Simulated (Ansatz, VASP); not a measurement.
## Pt: VASP beside Ansatz

```
CELL_PARAMETERS angstrom
0.00000 1.96000 1.96000
1.96000 0.00000 1.96000
1.96000 1.96000 0.00000
ATOMIC_POSITIONS crystal
Pt 0.00000 0.00000 0.00000
```

Alike in both runs: task single point; functional r2SCAN; k mesh 12 × 12 × 12; occupations gaussian, width 0.05 eV; non-collinear spin, spin-orbit coupling.

|  | VASP | Ansatz |
| --- | --- | --- |
| version | VASP 6.6.1 | Ansatz 0.2.0 |
| potentials or method | VASP PAW PBE potentials, release 64 (Pt) | plane waves, PAW |
| plane-wave cutoff (eV) | 520 | 500 |
| valence electrons in the cell | 10 | 18 |

|  | VASP | Ansatz | Ansatz less VASP |
| --- | --- | --- | --- |
| gap on the k mesh at the Fermi level (eV) | none | none | - |
| pressure (GPa) | 5.7 | 4.4 | -1.23 |
| net moment per atom (μB) | 0.00 | 0.00 | 0.000 |

A gap of «none» marks a metal or a gap that the smearing closes. The functional is the same, so the differences come from potentials, cutoffs and numerics. The two sets of potentials don't hold the same shells in valence.

Caveats: the PAW data sets were made with another functional, which shifts forces and pressure a little (VASP).
